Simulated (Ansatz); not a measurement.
A run of Ansatz 0.2.0:

The input input.yaml:

```yaml
crystal:
  lattice:
    - [1.488052925, -2.59468961, 0.0]
    - [1.488052925, 2.59468961, 0.0]
    - [0.0, 0.0, 4.72759579]
  atoms:
    - { symbol: Ge, position: [0.33344663, 0.66655337, 0.25] }
    - { symbol: Ge, position: [0.66655337, 0.33344663, 0.75] }
kpoints:
  mp_grid: { grid: [10, 10, 6] }
scf:
  occupations: { method: gaussian, width: 0.02 }
hamiltonian:
  xc: pbesol
  pseudopotentials: { kind: all_electron, lapw: { basis_error: 0.001 } }
output:
  forces: true
  stress: true
  eigenvalues: true
```

Potentials or basis: all-electron LAPW, scalar-relativistic.

Run with:

```bash
$ ansatz run input.yaml --threads 1 --pin off --max-ram 3072MiB --backend cpu --events-out ev --progress --plain --runs-dir out
```

Hardware: 1 thread of Intel(R) Xeon(R) Processor @ 2.70GHz, with other jobs on the host.

Q: How long does it take, and how much memory?

A: Run time: 17 s on 1 thread of Intel(R) Xeon(R) Processor @ 2.70GHz, on a shared host, peak memory 0.41 GiB. Counts: scf iterations 6, plane waves 245, k points 124, bands 27.
